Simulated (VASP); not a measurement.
## VASP inputs for BeTe (strained zincblende)

INCAR

```
NELM = 120
LELF = .TRUE.
LREAL = .FALSE.
SIGMA = 0.01
ALGO = Normal
PREC = Accurate
NBANDS = 11
ISMEAR = 0
LASPH = .TRUE.
NSW = 0
EDIFF = 1E-7
LCHARG = .TRUE.
ISIF = 2
LWAVE = .FALSE.
IBRION = -1
ENCUT = 520
METAGGA = R2SCAN
```

KPOINTS

```
KPOINTS created by Atomic Simulation Environment
0
Gamma
8 8 8
0 0 0
```

KPOINTS_OPT

```
special points
7
Reciprocal
0.0000000000 0.0000000000 0.0000000000 1
-0.5000000000 -0.5000000000 0.0000000000 1
-0.3750000000 -0.3750000000 0.2500000000 1
-0.3750000000 0.0000000000 0.3750000000 1
0.0000000000 0.0000000000 0.5000000000 1
-0.5000000000 -0.2500000000 0.2500000000 1
0.0000000000 0.5000000000 0.5000000000 1
```

POSCAR

```
Be Te
 1.0000000000000000
     0.0000000000000000    2.7437649167000000    2.7437649167000000
     2.7437649167000000    0.0000000000000000    2.7437649167000000
     2.7437649167000000    2.7437649167000000    0.0000000000000000
 Be  Te
   1   1
Cartesian
  0.0000000000000000  0.0000000000000000  0.0000000000000000
  1.3718824583499998  1.3718824583499998  1.3718824583499998
```

VASP ran with the recommended PBE PAW datasets (8 valence electrons in the cell).

Task: Estimate the main results of this run.

Result: gap between bands v and c 2.13 eV; least direct gap 3.92 eV; pressure 6.8 GPa.

Band v is the last that the valence electrons fill when counted band by band, and c is the next. Levels in eV from the top of v:

```json
{"point": "Γ", "v−1": "0.00", "v": "0.00", "c": "3.92", "c+1": "3.92"}
{"point": "X", "v−1": "-3.07", "v": "-3.07", "c": "2.13", "c+1": "2.86"}
{"point": "K", "v−1": "-4.48", "v": "-2.60", "c": "2.93", "c+1": "5.79"}
{"point": "L", "v−1": "-1.32", "v": "-1.32", "c": "3.77", "c+1": "4.95"}
{"point": "W", "v−1": "-4.28", "v": "-3.72", "c": "5.71", "c+1": "5.99"}
```
